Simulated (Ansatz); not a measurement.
# What TaInSe3 (model cell, started as cubic perovskite with Ta in the octahedra) distorts into

Which phase does TaInSe3 (model cell, started as cubic perovskite with Ta in the octahedra) fall into along its unstable mode, and how much energy does it gain?

Method: DFT PBEsol, scalar-relativistic, plane waves, PAW, in Ansatz 0.2.0.

The structure was built from a prototype and need not be the compound's stable phase.

## (1) The structure

It takes space group Pm-3m (No. 221, cubic). The conventional cell has a = 5.019 Å, b = 5.019 Å, c = 5.019 Å, α = 90.00°, β = 90.00°, γ = 90.00°. Nearest to In lie 12 Se at 3.55 Å. Nearest to Ta lie 6 Se at 2.51 Å. Nearest to Se lie 2 Ta at 2.51 Å. Farther neighbours and most contacts between anions are not listed.

As a file:

```cif
data_structure
_symmetry_space_group_name_H-M 'Pm-3m'
_symmetry_Int_Tables_number 221
_cell_length_a 5.0193
_cell_length_b 5.0193
_cell_length_c 5.0193
_cell_angle_alpha 90.000
_cell_angle_beta 90.000
_cell_angle_gamma 90.000
_cell_volume 126.45
loop_
_atom_site_label
_atom_site_type_symbol
_atom_site_symmetry_multiplicity
_atom_site_Wyckoff_symbol
_atom_site_fract_x
_atom_site_fract_y
_atom_site_fract_z
_atom_site_occupancy
In1 In 1 a 0.00000 0.00000 0.00000 1
Ta1 Ta 1 b 0.50000 0.50000 0.50000 1
Se1 Se 3 c 0.50000 0.50000 0.00000 1
```

## (2) Phonons on a q mesh

The cell comes from relaxations at this level that are not shown. Stability and thermal properties need the whole zone. Linear response on a 2×2×2 q mesh gives force constants as far as a supercell of that size would.

Contents of input.yaml:

```yaml
crystal:
  lattice:
    - [5.019252156, 0.0, 0.0]
    - [0.0, 5.019252156, 0.0]
    - [0.0, 0.0, 5.019252156]
  atoms:
    - { symbol: In, position: [0.0, 0.0, 0.0] }
    - { symbol: Ta, position: [0.5, 0.5, 0.5] }
    - { symbol: Se, position: [0.5, 0.5, 0.0] }
    - { symbol: Se, position: [0.5, 0.0, 0.5] }
    - { symbol: Se, position: [0.0, 0.5, 0.5] }
kpoints:
  mp_grid: { grid: [6, 6, 6] }
hamiltonian:
  xc: pbesol
scf:
  occupations: { method: methfessel_paxton, width: 0.15 }
output:
  eigenvalues: true
phonons:
  method: dfpt
  qmesh: [2, 2, 2]
  temperatures: { t_max: 1000, t_step: 50 }
  qpath:
    path:
      - [[0.0, 0.0, 0.0], [0.0, 0.5, 0.0], [0.5, 0.5, 0.0], [0.0, 0.0, 0.0], [0.5, 0.5, 0.5], [0.0, 0.5, 0.0]]
      - [[0.5, 0.5, 0.5], [0.5, 0.5, 0.0]]
    npoints: 10
```

The run is started by

```sh
> ansatz run input.yaml --threads 8 --pin off --max-ram 14336MiB --backend cpu --events-out ev --progress --plain --runs-dir out
```

Numbers of over 12 decimals in the logs are rounded to 6 here.

Log:

```text
Engine: ansatz 0.2.0, aarch64-unknown-linux-gnu
Pseudopotentials: kind: paw
Pseudopotential: In, paw, valence charge 13, recommended cutoff 420 eV (normal), In.paw.azcp
Pseudopotential: Ta, paw, valence charge 13, recommended cutoff 420 eV (normal), Ta.paw.azcp
Pseudopotential: Se, paw, valence charge 16, recommended cutoff 420 eV (normal), Se.paw.azcp
Functional definition: PBEsol
  exchange = pbesol_x
  correlation = pbesol_c
Crystal: 5 atoms, lattice volume = 126.449 Å³
Basis set: ecut = 420 eV, 2517 PW (Γ), exchange–correlation on 72×72×72 points (8 copies of the dense FFT grid, shifted against one another)
Bands: 45, of which v1, the nominal top of the filled ones, is band 37 counted from 1 (36 counted from 0)
Symmetry: 48 space group operations
k-points: 20 of 216
Non-local potential: In, projectors of the file, l = 0: 2, l = 1: 2, l = 2: 2, l = 3: 2
Non-local potential: Ta, projectors of the file, l = 0: 3, l = 1: 2, l = 2: 2, l = 3: 1
Non-local potential: Se, projectors of the file, l = 0: 2, l = 1: 2, l = 2: 3, l = 3: 1
PAW form: soft (Blöchl's): semilocal exchange-correlation on the pseudo side does not see the compensation charge
PAW frozen core: In, regenerated for the run's functional, and the local potential with it (the file was generated under x = pbe(κ = 0.804, μ = 0.219515), c = pbe(β = 0.066725))
PAW frozen core: Ta, regenerated for the run's functional, and the local potential with it (the file was generated under x = pbe(κ = 0.804, μ = 0.219515), c = pbe(β = 0.066725))
PAW frozen core: Se, regenerated for the run's functional, and the local potential with it (the file was generated under x = pbe(κ = 0.804, μ = 0.219515), c = pbe(β = 0.066725))
PAW one-centre angular grid: In, 590 points (default); XC on 64 Gauss nodes
PAW one-centre angular grid: Ta, 590 points (default); XC on 64 Gauss nodes
PAW one-centre angular grid: Se, 590 points (default); XC on 64 Gauss nodes
Initial density: superposition of atomic densities (neutral atoms: chi_scale 0, normalization atom), corrected by the library's trained network
Initial wavefunctions: pseudopotential atomic-orbital guess
Functional: x = pbesol(κ = 0.804, μ = 0.123457), c = pbesol(β = 0.046)
SCF iter   1: F=—  HF=-31606.297952 eV  |F-HF|=—  |Δ(HF+E_count)|=         —  Δρ=3.77e-3  dr2=3.73e-2  ethr=1.77e-3  ⟨swp⟩=6.8  Hψ=3266  notcnv=0
preconditioner: auto → Resta (q_TF=auto, 2.495 Å⁻¹)  ε∞=4.5  [insulator: Δε(μ)=0.297 eV  Ē_g=10.562 eV  σ=0.150 eV  W_gap=0.93  n_scr=26 (ndim 8)  ℏωp=19.8 eV  f_vac=0.021  D(μ)=0.21/eV (n_scr^D=0)  ε∞_Penn≈4.5]
SCF iter   2: F=—  HF=-31606.290966 eV  |F-HF|=—  |Δ(HF+E_count)|=   6.99e-3  S|Δr|=    0.00e0  Δρ=1.81e-3  dr2=6.84e-3  ethr=5.05e-5  ⟨swp⟩=2.3  Hψ=1320  notcnv=0
SCF iter   3: F=—  HF=-31606.289206 eV  |F-HF|=—  |Δ(HF+E_count)|=   1.76e-3  S|Δr|=    0.00e0  Δρ=6.51e-4  dr2=1.32e-3  ethr=9.24e-6  ⟨swp⟩=2.0  Hψ=1073  notcnv=0  defer=3
SCF iter   4: F=—  HF=-31606.288929 eV  |F-HF|=—  |Δ(HF+E_count)|=   2.77e-4  S|Δr|=    0.00e0  Δρ=2.26e-4  dr2=1.07e-4  ethr=1.78e-6  ⟨swp⟩=2.0  Hψ=1063  notcnv=0  defer=3
SCF iter   5: F=—  HF=-31606.288914 eV  |F-HF|=—  |Δ(HF+E_count)|=   1.54e-5  S|Δr|=    0.00e0  Δρ=1.08e-4  dr2=1.38e-5  ethr=1.45e-7  ⟨swp⟩=2.0  Hψ=1576  notcnv=0  defer=3
SCF iter   6: F=—  HF=-31606.288919 eV  |F-HF|=—  |Δ(HF+E_count)|=   5.32e-6  S|Δr|=    0.00e0  Δρ=2.18e-5  dr2=5.23e-7  ethr=1.87e-8  ⟨swp⟩=2.9  Hψ=1648  notcnv=0  defer=3
SCF iter   7: F=—  HF=-31606.288916 eV  |F-HF|=—  |Δ(HF+E_count)|=   3.29e-6  S|Δr|=    0.00e0  Δρ=4.89e-6  dr2=2.47e-8  ethr=7.07e-10  ⟨swp⟩=2.0  Hψ=1212  notcnv=0  defer=3
SCF iter   8: F=—  HF=-31606.288916 eV  |F-HF|=—  |Δ(HF+E_count)|=   2.53e-8  S|Δr|=    0.00e0  Δρ=9.75e-7  dr2=1.35e-9  ethr=3.34e-11  ⟨swp⟩=2.0  Hψ=1224  notcnv=0  defer=3
SCF iter   9: F=—  HF=-31606.288916 eV  |F-HF|=—  |Δ(HF+E_count)|=  9.97e-10  S|Δr|=    0.00e0  Δρ=2.42e-7  dr2=9.58e-11  ethr=1.82e-12  ⟨swp⟩=2.0  Hψ=1585  notcnv=0  defer=3
SCF iter  10: F=—  HF=-31606.288916 eV  |F-HF|=—  |Δ(HF+E_count)|=  3.64e-11  S|Δr|=    0.00e0  Δρ=7.79e-8  dr2=1.07e-11  ethr=1.00e-12  ⟨swp⟩=10.3  Hψ=4478  notcnv=0
SCF iter  11: F=-31606.288916 eV  HF=-31606.288916 eV  |F-HF|=7.28e-12  |Δ(HF+E_count)|=    0.00e0  S|Δr|=    0.00e0  Δρ=1.58e-8  dr2=3.93e-13  ethr=1.00e-12  ⟨swp⟩=5.0  Hψ=3396  notcnv=0
SCF 1 converged in 11 iterations: F = -31606.288916 eV  dr2 = 3.93e-13
  greatest PAW one-centre occupation: 1.000 electrons in one spin orbital (limit 2), on the Se atom at site 3 (counted from 0), in its partial waves of l = 2
Initial density: read from a saved state, or passed on in memory by an earlier SCF of this step, an earlier step, the calling program or the single point that the run made first
iter 1 solved again at ethr=1.98e-7 eV; its pass at ethr=3.10e-3 eV (dr2=1.47e-4 eV) is discarded
SCF iter   1: F=—  HF=-31606.288915 eV  |F-HF|=—  |Δ(HF+E_count)|=         —  Δρ=4.59e-7  dr2=1.20e-10  ethr=1.98e-7  ⟨swp⟩=3.0  Hψ=5322  notcnv=0
eigensolver tolerance schedule: the retry pair's looser diagonalisation over-reported the residual by 1226704.17 of it (diagonalisation noise at an unbounded share of the residual, at the tolerance the schedule requests for it); recorded, not acted on — ethr = c·dr2/N_el stays at c = 1.0e-1
preconditioner: auto → Resta (q_TF=auto, 2.495 Å⁻¹)  ε∞=4.5  [insulator: Δε(μ)=0.296 eV  Ē_g=10.537 eV  σ=0.150 eV  W_gap=1.04  n_scr=26 (ndim 8)  ℏωp=19.8 eV  f_vac=0.020  D(μ)=-0.09/eV (n_scr^D=0)  ε∞_Penn≈4.5]
SCF iter   2: F=—  HF=-31606.288916 eV  |F-HF|=—  |Δ(HF+E_count)|=   7.84e-7  S|Δr|=    0.00e0  Δρ=2.30e-7  dr2=5.73e-11  ethr=1.00e-12  ⟨swp⟩=3.9  Hψ=2457  notcnv=0
SCF iter   3: F=—  HF=-31606.288916 eV  |F-HF|=—  |Δ(HF+E_count)|=  2.18e-11  S|Δr|=    0.00e0  Δρ=1.46e-7  dr2=1.27e-11  ethr=1.00e-12  ⟨swp⟩=1.0  Hψ=900  notcnv=0
SCF iter   4: F=-31606.288916 eV  HF=-31606.288916 eV  |F-HF|=7.28e-12  |Δ(HF+E_count)|=  7.28e-12  S|Δr|=    0.00e0  Δρ=1.01e-7  dr2=5.72e-12  ethr=1.00e-12  ⟨swp⟩=3.1  Hψ=1975  notcnv=0
SCF 2 converged in 4 iterations: F = -31606.288916 eV  dr2 = 5.72e-12
phonons: the bands overlap, so this run is a metal and interpolates without the dipole-dipole term. If the crystal is really an insulator or semiconductor, its LO-TO splitting is missing
NSCF: frozen V_eff on 20 k-points
NSCF: frozen V_eff on 64 k-points
DFPT response loops at q = (0, 0, 0) (fractional): preconditioner auto → Kerker (q_TF=auto, 2.495 Å⁻¹) (partly filled bands, converged f_vac=0.020); β = 1.00, the filter's whole step (`scf.mixing.beta` (0.50) is not read by the response loops under this deck's `scf.mixing.preconditioner`; to damp them name `kerker` or `kerker_dos`, under which they read `scf.mixing.beta`, and type it under 1.00, their step now; both keys bind the ground state too); Broyden in place of MSR1
NSCF: frozen V_eff on 128 k-points
DFPT response loops at q = (0, 0, -0.5) (fractional): mixed as the last ones told, above
NSCF: frozen V_eff on 128 k-points
DFPT response loops at q = (0, -0.5, -0.5) (fractional): mixed as the last ones told, above
NSCF: frozen V_eff on 128 k-points
DFPT response loops at q = (-0.5, -0.5, -0.5) (fractional): mixed as the last ones told, above
SCF converged after 11 iterations
Stability not checked: this state was not tested for a lower state beside it, because cold or Methfessel-Paxton smearing, or corrected tetrahedra, fill the levels in a way that the test cannot read (fill_not_monotonic; see scf.lower_state_search)
Free energy (F): -31606.288916 eV
Harris-Foulkes:  -31606.288916 eV  (|F-HF|=7.28e-12)
Internal energy: -31606.296040 eV  (E = F + TS)
E sigma→0 (E₀):  -31606.290697 eV
Entropy (-TS):   0.007124 eV (1.425 meV/atom)
Fermi energy:    9.195485 eV
Step filling:    the computed levels leave a gap of 0.2962 eV = 2.0 smearing widths at the electron count; against every level under it full and every level over it empty, smearing changes F+E_penalty+E_count by +1.807 meV and its σ→0 estimate by +0.026 meV
--- Per-component energies (eV) ---
  E_band       = -1374.841015
  E_kinetic    = 961.016578
  E_local      = -9597.017786  (includes V_loc(G=0)·N_el)
  E_nonlocal   = -1395.210894
  E_hartree    = 4503.994050
  E_xc         = -740.930590
  E_vxc        = -598.025795  (∫ρ·V_xc dr)
  E_paw        = -17953.431845  (= ΣΔE_a)
  E_vpaw       = 246.410396  (= ΣTr[D̂ρ^β])
  E_aug_tail   = -0.001649  (compensation charges beyond the density's cutoff)
  E_ewald      = -7388.188805
  E_core_change = 3.474900  (= ΣΔE_core)
  E_smearing   = 0.007124  (= −TS)
  E_closure    = -0.000000  (closes the sum)
  Σ components = -31606.288916   (vs F -31606.288916, Δ=0.00e0)
--- Band table (eV; the first three rows and the last of 20) ---
  k-point 0: bands = [... 33 lower, 7.8725, 8.3767, 8.3767, 8.3767, 8.3920, 8.3920, 8.3920, 10.7157, ... 4 higher]
  k-point 1: bands = [... 33 lower, 7.7335, 7.8138, 8.2466, 8.2466, 8.3873, 9.4599, 9.4599, 10.7262, ... 4 higher]
  k-point 2: bands = [... 33 lower, 7.4860, 8.3093, 8.3280, 8.3280, 8.4088, 10.5404, 10.5404, 10.7417, ... 4 higher]
  k-point 19: bands = [... 33 lower, 5.4114, 9.3707, 9.3707, 9.3707, 10.8226, 10.8226, 10.8226, 14.7938, ... 4 higher]
--- Phonons (Γ-DFPT): 4 representative perturbations + reference (Σ response iterations 12) ---
  ASR residual: 1.017e-4 → 0.000e0 eV/Å²; symmetrization residual: 4.311e-5 eV/Å²
  ASR residual per site (eV/Å²): 2.45e-5 1.02e-4 2.84e-5 2.84e-5 2.84e-5
  Γ frequencies (cm⁻¹): -31.20 -31.20 -31.20 0.00 0.00 0.00 51.57 51.57 51.57 59.30 59.30 59.30 225.01 225.01 225.01
--- Phonons (arbitrary-q DFPT): 4 irreducible q on the 2×2×2 mesh ---
  q = [0.0000, 0.0000, 0.0000] (star 1, of the zone-centre solve; hermiticity 7.22e-6, symmetrization 9.32e-12): -31.20 -31.20 -31.20 -0.00 -0.00 0.00 51.57 51.57 51.57 59.30 59.30 59.30 225.01 225.01 225.01
  q = [0.0000, 0.0000, -0.5000] (star 3, 9 solved perturbations in 504 linear systems a pass and spin channel, the states on 64 of 216 k-point pairs; hermiticity 1.26e-6, symmetrization 2.68e-12): -19.84 -19.84 18.37 18.37 40.68 49.09 49.09 74.61 79.43 79.43 83.27 145.46 223.57 223.57 267.16
  q = [0.0000, -0.5000, -0.5000] (star 3, 9 solved perturbations in 504 linear systems a pass and spin channel, the states on 64 of 216 k-point pairs; hermiticity 7.27e-6, symmetrization 3.57e-13): -71.42 -26.86 -26.86 -8.76 -5.91 75.00 75.00 75.59 75.59 121.57 147.30 147.30 160.75 220.59 283.25
  q = [-0.5000, -0.5000, -0.5000] (star 1, 4 solved perturbations in 184 linear systems a pass and spin channel, the states on 64 of 216 k-point pairs; hermiticity 6.93e-8, symmetrization 7.64e-12): -70.01 -70.01 -70.01 -19.91 -19.91 -19.91 106.80 106.80 116.57 116.57 116.57 146.69 146.69 146.69 299.46
  sum rule: each row above includes the acoustic sum rule's correction from the zone centre's row sums; it moved no ω² by more than (0.39 cm⁻¹)²
  mesh force constants: q→R imaginary residual 4.34e-18; ASR residual 1.017e-4 → 0.000e0 eV/Å²; symmetrization residual 1.421e-14 eV/Å²
  interpolated dispersion: 62 rows × 15 modes
  density of states and harmonic sums: on the 12×12×12 q-mesh, interpolated from the force constants of a 2×2×2 supercell (no non-analytic term)
  largest difference from the sums on the solved wave vectors: F 9.50e-2 eV, S 1.23e-4 and C_V 2.81e-5 eV/K
  zero-point energy: 0.082107 eV/cell   skipped modes (ω ≤ 0): 326, of them read as no rigid motion or as one in doubt: 323 (3.802e0 modes/cell left out, lowest -71.42 cm⁻¹)   left out of the sums: 2.54e-1 of the cell's modes: C_V's classical limit lies that fraction below 3 k_B per atom; for a crystal, a wire or a layer, F and S can be off by more, and a phonons.interpolated_qmesh denser along its periods is the remedy for the sampling
```

The job ended after 6.8 min (8 threads of Arm Neoverse N1, shared host; peak memory 1.5 GiB; 30 min of CPU time).

Numbers from this step:

* volume per atom: 25.29 Å³
* gap on the k-mesh: 0 eV
* sum-rule residual before enforcement: 1.02e-4 eV/Å²
* lowest frequency on the path: -71.42 cm⁻¹
* point group: m-3m
* highest frequency on the path or at a solved wavevector: 299.5 cm⁻¹
* highest optical mode at the zone centre (no LO-TO term): 225.0 cm⁻¹
* lowest optical zone-centre mode: -31.2 cm⁻¹
* lowest mode on the q mesh (acoustic modes at Γ apart): -71.42 cm⁻¹

Frequencies (cm⁻¹) solved at each irreducible wavevector; negative means imaginary. Frequencies by wavevector, by row:

```
q in reciprocal lattice units  star  mode 1  mode 2  mode 3  mode 4  mode 13  mode 14  mode 15
                        0 0 0     1   -31.2   -31.2   -31.2       0      225      225      225
                     0 0 -0.5     3   -19.8   -19.8    18.4    18.4    223.6    223.6    267.2
                  0 -0.5 -0.5     3   -71.4   -26.9   -26.9    -8.8    160.8    220.6    283.2
               -0.5 -0.5 -0.5     1     -70     -70     -70   -19.9    146.7    146.7    299.5
```

Interpolated from a 2×2×2 q mesh. The phonon branches at the labelled points (cm⁻¹):

```
    point  branch 1  branch 2  branch 3  branch 4  branch 12  branch 13  branch 14  branch 15
        Γ       -31       -31       -31         0         59        225        225        225
  halfway       -25       -25        18        18        108        224        224        245
        X       -20       -20        18        18        146        224        224        267
  halfway       -39       -23       -15         6        146        196        222        276
        M       -71       -27       -27        -9        147        161        221        283
  halfway       -21       -18       -14        -7        110        209        223        262
        Γ       -31       -31       -31         0         59        225        225        225
  halfway       -22       -21       -21       -17        111        200        200        278
        R       -70       -70       -70       -20        147        147        147        300
  halfway       -41       -37       -21       -21        147        178        191        288
        X       -20       -20        18        18        146        224        224        267
jump to R       -70       -70       -70       -20        147        147        147        300
  halfway       -71       -40       -40       -22        147        147        174        295
        M       -71       -27       -27        -9        147        161        221        283
```

Symmetry leaves 4 wavevectors to solve. The lowest mode among them, the acoustic zeros apart, lies at q = (0, -0.5, -0.5) and is imaginary, 71.4i cm⁻¹, so the energy falls along it.

## (3) The mode frozen in, largest atomic shift 0 Å

The mode followed lies at q = (-0.5, -0.5, -0.5) with frequency 70.0i cm⁻¹ and is 3-fold degenerate, one of the unstable modes though not the softest. At small amplitude the distorted cell has space group no. 74 by a symmetry search on the positions. The undistorted cell that holds it gives the zero of energy on the same k mesh.

System of this step: TaInSe3 (model cell, started as cubic perovskite with Ta in the octahedra). It takes space group Pm-3m (No. 221, cubic). The conventional cell has a = 5.019 Å, b = 5.019 Å, c = 5.019 Å, α = 90.00°, β = 90.00°, γ = 90.00°. Nearest to In lie 12 Se at 3.55 Å. Ta has 6 Se at 2.51 Å nearest. Se has 2 Ta at 2.51 Å nearest. Farther neighbours and most contacts between anions are not listed.

Contents of input.yaml:

```yaml
crystal:
  lattice:
    - [5.019252156, 5.019252156, 0.0]
    - [5.019252156, 0.0, 5.019252156]
    - [5.019252156, 0.0, -5.019252156]
  atoms:
    - { symbol: In, position: [0.0, 0.0, 0.0] }
    - { symbol: In, position: [0.0, 0.5, 0.5] }
    - { symbol: Ta, position: [0.5, 0.25, 0.75] }
    - { symbol: Ta, position: [0.5, 0.75, 0.25] }
    - { symbol: Se, position: [0.5, 0.0, 1.0] }
    - { symbol: Se, position: [0.5, 0.5, 0.5] }
    - { symbol: Se, position: [0.0, 0.5, 0.0] }
    - { symbol: Se, position: [0.0, 0.0, 0.5] }
    - { symbol: Se, position: [0.5, 0.5, 0.0] }
    - { symbol: Se, position: [0.5, 0.0, 0.5] }
kpoints:
  mp_grid: { grid: [6, 6, 6] }
hamiltonian:
  xc: pbesol
scf:
  occupations: { method: methfessel_paxton, width: 0.15 }
output:
  forces: true
  stress: true
  eigenvalues: true
```

Log:

```text
[...]
Crystal: 10 atoms, lattice volume = 252.899 Å³
Basis set: ecut = 420 eV, 4957 PW (Γ), exchange–correlation on 96×96×96 points (8 copies of the dense FFT grid, shifted against one another)
Bands: 89, of which v1, the nominal top of the filled ones, is band 74 counted from 1 (73 counted from 0)
Symmetry: 96 space group operations
[...]
k-points: 16 of 216
[...]
k-point 0: bands = [... 70 lower, 8.3869, 8.4325, 8.4325, 8.4325, 9.3489, 9.3489, 9.3489, 10.7781, ... 11 higher]
  k-point 1: bands = [... 70 lower, 8.1098, 9.0569, 9.0569, 9.0779, 9.1146, 9.1146, 9.2163, 10.6512, ... 11 higher]
  k-point 2: bands = [... 70 lower, 8.1576, 8.5871, 8.5871, 8.8875, 9.7276, 9.7276, 9.8526, 10.2592, ... 11 higher]
  k-point 15: bands = [... 70 lower, 7.6746, 7.8136, 8.5777, 8.9422, 9.5897, 10.7006, 10.9943, 11.0572, ... 11 higher]
[key lines of the parts left out:]
SCF converged after 6 iterations
Free energy (F): -63212.522144 eV
Fermi energy:    9.120846 eV
P = ⅓ Tr σ = -0.0376 GPa (-0.376 kbar)
```

It took 7 s on 8 threads; peak memory 1.4 GiB.

This step gave:

* pressure: -0.03760 GPa
* energy from the undistorted cell: 0 meV/atom

The run ends at a pressure of -0.04 GPa.

(Part 1 of 3 ends here.)

[Logs are printed without paths, hosts, clocks, repeated set-up lines and the standing remarks that a program may print on its own settings, such as how far it seeks lower states.]

[Hosts, paths, dates, database ids (printed as entryN), source tags and the programs' standing remarks are cut or masked in the printed files.]
